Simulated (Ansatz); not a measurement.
Crystal: MoS2.

```xyz
3
Lattice="3.2275 0.0000 0.0000 -1.6137 2.7951 0.0000 0.0000 0.0000 6.3125" Properties=species:S:1:pos:R:3 pbc="T T T"
Mo    0.0000    0.0000    3.1562
S     1.6137    0.9317    4.7008
S     0.0000    1.8634    1.6117
```

Measurements of this composition are mostly on another form, of space group No. 194.

- Program: Ansatz 0.2.0
- Task: relaxation of cell and atoms
- Functional: BLYP
- Dispersion: D4
- Potentials or basis: Ansatz PAW
- Cutoff: 420 eV (not typed: the program's choice for these potentials)
- k mesh: 9 × 9 × 4
- Occupations: fermi-dirac, width 0.05 eV
- Spin: no spin polarisation

At the start: volume 18.98 Å³/atom.

Q: Where does the relaxation end?

A: It ends after 7 steps and the volume is 17.39 Å³/atom (-8.4 %); space group P-3m1 (No. 164, to 0.05 Å).

The path:
| step | energy change (eV) | largest force (eV/Å) | volume (Å³) |
| --- | --- | --- | --- |
| 1 | 0.0000 | 0.6190 | 56.94 |
| 2 | -0.0769 | 0.1822 | 53.24 |
| 3 | -0.0986 | 0.1806 | 52.29 |
| 4 | -0.1051 | 0.0314 | 52.13 |
| 5 | -0.1051 | 0.0071 | 52.19 |
| 6 | -0.1051 | 0.0005 | 52.16 |
| 7 | -0.1048 | 0.0006 | 52.16 |

Final structure:
```
Mo S
1.0
     3.24904    0.00000    0.00000
    -1.62452    2.81375    0.00000
     0.00000    0.00000    5.70595
Mo S
1 2
Direct
  0.00000 0.00000 0.50000
  0.66667 0.33333 0.77199
  0.33333 0.66667 0.22801
```

Caveat: the plane-wave basis is chosen anew once the cell has moved, so the energies of steps on either side of that aren't comparable; the PAW data sets come from PBE, with cores solved anew for the run's functional, which leaves a small shift of forces and pressure.
